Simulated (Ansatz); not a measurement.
**Re (bcc)**

Method: r²SCAN, scalar-relativistic; no spin polarisation; PAW, 500 eV, 18×18×18 k-mesh, Gaussian smearing of 0.05 eV; code Ansatz; PAW files: Ansatz's generated set soft_2.

```
Re
1.0
    -1.54804    1.54804    1.54804
     1.54804   -1.54804    1.54804
     1.54804    1.54804   -1.54804
Re
1
Direct
  0.00000 0.00000 0.00000
```

At room temperature and ambient pressure Re is hcp.

Task: Which orbitals carry the states at the Fermi level, and how many states are there?

Result: Within 0.1 eV of it: Re 5d 98 % (shares among the projected shells). The density of states at the Fermi level is about 0.93 states/eV per cell, averaged over 0.3 eV.

Density of states (tetrahedra, averaged over 0.3 eV; states/eV per cell of 1 atom; energy in eV from the Fermi level; projections on Löwdin-orthogonalised atomic orbitals, summed over sites):

| E | total | Re 5d | Re 6s | Re 5p |
| --- | --- | --- | --- | --- |
| -6.70 | 0.84 | 0.65 | 0.17 | 0.01 |
| -6.40 | 1.03 | 0.85 | 0.15 | 0.01 |
| -6.10 | 1.11 | 0.96 | 0.13 | 0.01 |
| -5.80 | 0.67 | 0.59 | 0.06 | 0.01 |
| -5.50 | 0.37 | 0.35 | 0.02 | 0.00 |
| -5.20 | 0.91 | 0.89 | 0.01 | 0.01 |
| -4.90 | 1.68 | 1.64 | 0.01 | 0.02 |
| -4.60 | 1.54 | 1.49 | 0.02 | 0.02 |
| -4.30 | 1.06 | 1.01 | 0.03 | 0.01 |
| -4.00 | 0.98 | 0.91 | 0.05 | 0.01 |
| -3.70 | 1.22 | 1.08 | 0.08 | 0.02 |
| -3.40 | 1.83 | 1.59 | 0.16 | 0.02 |
| -3.10 | 1.18 | 1.03 | 0.09 | 0.01 |
| -2.80 | 0.62 | 0.51 | 0.06 | 0.01 |
| -2.50 | 0.44 | 0.35 | 0.05 | 0.01 |
| -2.20 | 0.39 | 0.31 | 0.04 | 0.00 |
| -1.90 | 0.38 | 0.31 | 0.03 | 0.00 |
| -1.60 | 0.38 | 0.32 | 0.02 | 0.00 |
| -1.30 | 0.46 | 0.40 | 0.02 | 0.00 |
| -1.00 | 0.69 | 0.63 | 0.02 | 0.00 |
| -0.70 | 0.73 | 0.67 | 0.02 | 0.00 |
| -0.40 | 0.78 | 0.74 | 0.01 | 0.00 |
| -0.10 | 0.88 | 0.85 | 0.01 | 0.00 |
| 0.20 | 1.05 | 1.02 | 0.01 | 0.00 |
| 0.50 | 1.10 | 1.07 | 0.01 | 0.00 |
| 0.80 | 1.13 | 1.10 | 0.01 | 0.00 |
| 1.10 | 1.10 | 1.08 | 0.01 | 0.00 |
| 1.40 | 1.23 | 1.20 | 0.02 | 0.00 |
| 1.70 | 2.55 | 2.46 | 0.07 | 0.00 |
| 2.00 | 1.17 | 1.05 | 0.08 | 0.00 |
| 2.30 | 0.82 | 0.67 | 0.10 | 0.00 |
| 2.60 | 0.61 | 0.48 | 0.09 | 0.00 |
| 2.90 | 0.54 | 0.42 | 0.08 | 0.00 |
| 3.20 | 0.49 | 0.38 | 0.07 | 0.00 |
| 3.50 | 0.46 | 0.36 | 0.07 | 0.00 |
| 3.80 | 0.35 | 0.25 | 0.06 | 0.00 |
| 4.10 | 0.28 | 0.18 | 0.07 | 0.00 |

The calculation's cell holds 15 valence electrons, an odd number. Without magnetic order each band takes two, so one stays part-filled and the crystal must be a metal. (Only strong correlation, outside this picture, could make a Mott insulator of it.)

Spin–orbit coupling, which matters for such heavy elements, is left out.
